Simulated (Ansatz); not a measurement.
# SiNi3: the cost of one run

Computed with Ansatz 0.2.0 (DFT PBEsol, scalar-relativistic, plane waves, PAW, unless a step's input says otherwise).

4 further runs of the same task are left out: 1 that didn't finish, 3 set aside as unsound or not needed.

**1. The starting structure**

The structure is cubic, space group Fm-3m (No. 225). The conventional cell has a = 5.847 Å, b = 5.847 Å, c = 5.847 Å, α = 90.00°, β = 90.00°, γ = 90.00°. Around Ni (site symmetry m-3m) lie 8 Ni at 2.53 Å. Ni (site symmetry -43m) is surrounded by 4 Ni at 2.53 Å and 4 Sn at 2.53 Å. Sn (site symmetry m-3m) is surrounded by 8 Ni at 2.53 Å.

Coordinates:

```
CELL_PARAMETERS angstrom
0.00000 2.92329 2.92329
2.92329 0.00000 2.92329
2.92329 2.92329 0.00000
ATOMIC_POSITIONS crystal
Ni 0.50000 0.50000 0.50000
Ni 0.25000 0.25000 0.25000
Ni 0.75000 0.75000 0.75000
Sn 0.00000 0.00000 0.00000
```

It is the result of an earlier relaxation at this level (volume 12.49 Å³/atom; gap on the mesh: none (metal)).

**2. Swap Sn → Si**

SiNi3 starts from the relaxed positions of Ni3Sn, with all lengths scaled by 0.963, a guess from tabulated radii. Atoms that may carry a moment start with parallel spins.

**3. A first look at the start (SiNi3)**

File input.yaml:

```yaml
crystal:
  lattice:
    - [0.0, 2.8156195108, 2.8156195108]
    - [2.8156195108, 0.0, 2.8156195108]
    - [2.8156195108, 2.8156195108, 0.0]
  atoms:
    - { symbol: Ni, position: [0.5, 0.5, 0.5], spin: 2.0 }
    - { symbol: Ni, position: [0.25, 0.25, 0.25], spin: 2.0 }
    - { symbol: Ni, position: [0.75, 0.75, 0.75], spin: 2.0 }
    - { symbol: Si, position: [0.0, 0.0, 0.0] }
basis:
  ecutwfc: 420
kpoints:
  mp_grid: { grid: [6, 6, 6] }
hamiltonian:
  xc: pbesol
scf:
  occupations: { method: gaussian, width: 0.1 }
  lower_state_search: "off"
output:
  forces: true
  stress: true
  eigenvalues: true
  populations: true
magnetization:
  spin_polarized: true
```

Started as:

```sh
$ ansatz run input.yaml --threads 1 --pin off --max-ram 2560MiB --backend cpu --events-out ev --progress --plain --runs-dir out
```

Q: Estimate wall time and peak memory on 1 thread of Arm Neoverse N1, shared host.

About 12 s, with a peak of 0.32 GiB.
